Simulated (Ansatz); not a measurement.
Cd in Ansatz: the effect of functional

Cd:

```
Cd
1.0
     3.01807    0.00000    0.00000
    -1.50904    2.61373    0.00000
     0.00000    0.00000    5.69157
Cd
2
Direct
  0.66667 0.33333 0.75000
  0.33333 0.66667 0.25000
```

The cell isn't the ideal one: volume scaled by 1.04.

Alike in all runs:

* Program: Ansatz 0.2.0
* Task: single point
* Potentials or basis: Ansatz PAW
* k mesh: 10 × 10 × 5
* Occupations: fermi-dirac, width 0.05 eV
* Spin: no spin polarisation

```tsv
functional	cutoff	pressure (GPa)
LDA	420 eV (not typed: the program's choice for these potentials)	?
r2SCAN	500 eV (not typed: the program's choice for these potentials)	-1.6
PBE	420 eV (not typed: the program's choice for these potentials)	0.7
```

Task: What does the run with functional LDA give?

Result: Pressure -6.1 GPa.

Caveats: the PAW data sets come from PBE, with cores solved anew for the run's functional, which leaves a small shift of forces and pressure (some runs).
